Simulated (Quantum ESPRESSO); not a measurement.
CoSi2: equation of state with PBE

The system is CoSi2.

```
Co Si
1.0
     0.00000    2.67800    2.67800
     2.67800    0.00000    2.67800
     2.67800    2.67800    0.00000
Co Si
1 2
Direct
  0.00000 0.00000 0.00000
  0.75000 0.75000 0.75000
  0.25000 0.25000 0.25000
```

| Property | Result |
| --- | --- |
| Program | Quantum ESPRESSO 7.5 |
| Task | equation of state |
| Functional | PBE |
| Potentials or basis | SSSP 1.3 efficiency PBE |
| Cutoff | 748 eV |
| Density cutoff | 5987 eV |
| k mesh | 9 × 9 × 9 |
| Occupations | fermi-dirac, width 0.05 eV |
| Spin | collinear spin, ferromagnetic start |
| Starting moments | [2.0, 0.0, 0.0] μB |

| Quantity | Value |
| --- | --- |
| Equilibrium volume | 12.84 Å³/atom |
| Bulk modulus | 178 GPa |
| Pressure derivative of the bulk modulus | 4.6 |

Energy against volume, from the lowest point:
```tsv
volume (Å³/atom)	energy (meV/atom)
12.036	31.97
12.292	14.32
12.548	3.91
12.804	0.00
13.060	1.87
13.316	8.92
13.572	20.61
```

All runs of the series together: 13 min on 1 thread of Arm Neoverse V1, on a shared host.

PBE usually gives volumes a little too large and moduli too small. Zero-point motion and thermal expansion aren't in these numbers.
